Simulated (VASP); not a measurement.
## Cutoff convergence: CaO

System: CaO (rock salt type, first atom moved by 0.06 Å along [111]), 2 atoms in the cell.

```yaml
crystal:
  lattice:
    - [0.00000, 2.41500, 2.41500]
    - [2.41500, 0.00000, 2.41500]
    - [2.41500, 2.41500, 0.00000]
  atoms:
    - { symbol: Ca, position: [0.00717, 0.00717, 0.00717] }
    - { symbol: O, position: [0.50000, 0.50000, 0.50000] }
```
Lattice in Å, positions in fractions of it.

Computed with VASP, HSE06, plane waves, standard recommended PAW potentials.

Orbitals from an earlier step on the same cell; potentials Ca_sv O; PREC = Accurate; HFSCREEN = 0.208; HFRCUT = 0; PRECFOCK = Normal; k-mesh 4×4×4 Γ-centred; Fermi–Dirac smearing of 0.05 eV; no spin polarisation.

Cutoffs run: 460, 520, 680 eV. At 680 eV the pressure at a fixed basis is -1.49 GPa and the rms force 0.181 eV/Å.

(1) From which of these cutoffs on do the forces lie within 20 meV/Å (rms) of the highest one?

(2) What pressure at a fixed basis does the 460 eV run show?

(3) Give the whole series.

## Answers

(1) Even the lowest tried, 460 eV, does.

(2) -1.79 GPa. An incomplete basis pulls the printed pressure down.

(3) 
```csv
cutoff (eV),E − E(top) (meV/atom),pressure at fixed basis (GPa),rms force change (meV/Å)
460,0.2,-1.79,1.2
520,2.5,-1.35,1.7
680,0.0,-1.49,0.0
```

Potentials made with PBE were used with another functional.
